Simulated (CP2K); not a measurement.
The system is BAs.

```xyz
2
Lattice="3.3778 0.0000 0.0000 1.6889 2.9253 0.0000 1.6889 0.9751 2.7580" Properties=species:S:1:pos:R:3 pbc="T T T"
As    5.0668    2.9253    2.0685
B     0.0000    0.0000    0.0000
```

Base run:

- Program: CP2K 2026.2
- Functional: BLYP
- Potentials or basis: POTENTIAL_UZH As GTH-PBE-q5, B GTH-PBE-q3; TZVP-MOLOPT-PBE-GTH basis
- Density cutoff: 9184 eV
- k mesh: 10 × 10 × 10
- Occupations: fermi-dirac, width 0.05 eV
- Spin: no spin polarisation

Its results: band gap on the k mesh 1.47 eV, indirect (least direct gap 3.47 eV); pressure 7.6 GPa.

Task: The run is repeated on the same cell with these changes: functional from BLYP to MS2. What comes out?

Result: Band gap on the k mesh 1.78 eV, indirect (least direct gap 4.15 eV); pressure 1.7 GPa.

MS2 gives the wider gap, since meta-GGAs in the generalised Kohn-Sham scheme recover part of the derivative discontinuity.

Caveats: the potentials were made for another functional, which shifts forces and pressure; the basis of atomic orbitals isn't converged, which shifts pressures, moduli and gaps.

A k mesh can miss the band edges.

Not every run made on this cell is shown here.
